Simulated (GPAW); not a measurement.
## TePb: single point with PBE

TePb:

```
Pb Te
1.0
     0.00000    3.23100    3.23100
     3.23100    0.00000    3.23100
     3.23100    3.23100    0.00000
Pb Te
1 1
Cartesian
  0.0000 0.0000 0.0000
  3.2310 3.2310 3.2310
```

```json
{"Program": "GPAW 26.7.0", "Task": "single point", "Functional": "PBE", "Potentials or basis": "GPAW PAW data sets (gpaw-data 1.2.1)", "Cutoff": "600 eV", "Basis": "pw", "k mesh": "7 × 7 × 7", "Occupations": "gaussian, width 0.015 eV", "Spin": "no spin polarisation"}
```

The pressure is 1.8 GPa.

Levels at points of the mesh, in eV from the Fermi level:
```csv
k point,band 6,band 7,band 8,band 9,band 10,band 11,band 12,band 13,band 14,band 15
"(0.00, 0.00, 0.00)",-12.58,-6.11,-1.95,-1.95,-1.95,3.47,3.47,3.47,5.24,5.24
```

It took 15 s on 1 thread of Arm Neoverse V2, on a shared host, peak memory 0.17 GiB.

Caveat: this odd mesh misses L, where the gap lies, so gap, dielectric constants and Born charges aren't listed. Spin-orbit coupling is left out, which matters for the levels of Pb, Te.
